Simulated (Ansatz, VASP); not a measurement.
**Ir in VASP and in Ansatz**

```
Ir
1.0
     0.00000    0.00000    2.63234
     2.58189   -2.29205    1.31617
     2.58189    2.29205   -1.31617
Ir
2
Cartesian
  2.5819 -1.1460 1.9743
  2.5819 1.1460 0.6581
```

Alike in both runs: functional r2SCAN; k mesh 8 × 8 × 8; no spin polarisation.

Ansatz relaxed the structure, and its values are those at the end. VASP's run is a single point on that final structure, the one shown.

```csv
,VASP,Ansatz
version,VASP 6.6.1,Ansatz 0.2.0
potentials or method,"VASP PAW PBE potentials, release 64 (Ir)",PAW plane waves
plane-wave cutoff (eV),520,500
occupations,"fermi-dirac, width 0.1 eV",fermi-dirac
valence electrons in the cell,18,34
```

```tsv
	VASP	Ansatz	Ansatz less VASP
gap on the k mesh at the Fermi level (eV)	none	none	-
pressure (GPa)	1.9	0.0	-1.86
```

A gap of «none» marks a metal or a gap that the smearing closes. The two sets of potentials don't hold the same shells in valence.

Caveats: the PAW data sets were made with another functional, which shifts forces and pressure a little (VASP). The runs have no spin-orbit coupling, so splittings on Ir are missing.
